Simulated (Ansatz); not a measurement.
Crystal: GaSb.

```xyz
2
Lattice="0.0000 3.0590 3.0590 3.0590 0.0000 3.0590 3.0590 3.0590 0.0000" Properties=species:S:1:pos:R:3 pbc="T T T"
Sb    4.5885    4.5885    4.5885
Ga    0.0000    0.0000    0.0000
```

| Item | Value |
| --- | --- |
| Program | Ansatz 0.2.0 |
| Task | relaxation of cell and atoms |
| Functional | PBEsol |
| Dispersion | D4 |
| Potentials or basis | Ansatz PAW |
| Cutoff | 420 eV (not typed: the program's choice for these potentials) |
| k mesh | 8 × 8 × 8 |
| Occupations | fermi-dirac, width 0.05 eV |
| Spin | no spin polarisation |

At the start: volume 28.62 Å³/atom.

Problem. Where does the relaxation end?

Solution. It ends after 4 steps and the volume is 27.84 Å³/atom (-2.7 %); space group F-43m (No. 216, to 0.05 Å).

Step by step:
| step | energy change (eV) | largest force (eV/Å) | volume (Å³) |
| --- | --- | --- | --- |
| 1 | 0.0000 | 0.0000 | 57.25 |
| 2 | -0.0071 | 0.0000 | 55.16 |
| 3 | -0.0077 | 0.0000 | 55.68 |
| 4 | -0.0074 | 0.0000 | 55.68 |

Final structure:
```yaml
crystal:
  lattice:
    - [0.00000, 3.03078, 3.03078]
    - [3.03078, 0.00000, 3.03078]
    - [3.03078, 3.03078, 0.00000]
  atoms:
    - { symbol: Sb, position: [0.75000, 0.75000, 0.75000] }
    - { symbol: Ga, position: [0.00000, 0.00000, 0.00000] }
```

Caveat: the plane-wave basis is chosen anew once the cell has moved, so the energies of steps on either side of that aren't comparable; the PAW data sets come from PBE, with cores solved anew for the run's functional, which leaves a small shift of forces and pressure.
